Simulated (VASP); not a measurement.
Here is a VASP 6.6.1 calculation.

run.py

```python
from ase import Atoms
from ase.calculators.vasp import Vasp
from ase.dft.bandgap import bandgap

atoms = Atoms(
    ['Zr', 'N'],
    cell=[[0.0, 2.3, 2.3], [2.3, 0.0, 2.3], [2.3, 2.3, 0.0]],
    scaled_positions=[[0.5, 0.5, 0.5], [0.0, 0.0, 0.0]],
    pbc=True,
)
calc = Vasp(
    directory='calc',
    xc='lda',
    pp='LDA',
    setups='gw',
    prec='Accurate',
    encut=550,
    ediff=1e-06,
    ismear=0,
    sigma=0.02,
    lreal=False,
    lasph=True,
    nelm=80,
    algo='Normal',
    isif=2,
    lwave=False,
    lcharg=True,
    lelf=True,
    lvhar=True,
    kpts=[10, 10, 10],
    gamma=True,
)
atoms.calc = calc

print('energy (eV):', atoms.get_potential_energy())
print('free energy (eV):', atoms.get_potential_energy(force_consistent=True))
print('forces (eV/A):')
print(atoms.get_forces())
print('stress (eV/A^3, Voigt):', atoms.get_stress())
print('Fermi level (eV):', calc.get_fermi_level())
gap, top, bottom = bandgap(calc)
print('band gap (eV):', gap, 'from (spin, k, band)', top, 'to', bottom)
```

Potentials or basis: VASP PAW LDA potentials, release 64 (Zr_sv_GW, N_GW).

Launch:

```bash
$ python run.py
```

(1) Predict the band gap on the k mesh.

(2) Predict the pressure.

Answers

(1) none (metal or under the smearing width).

(2) -12.9 GPa.
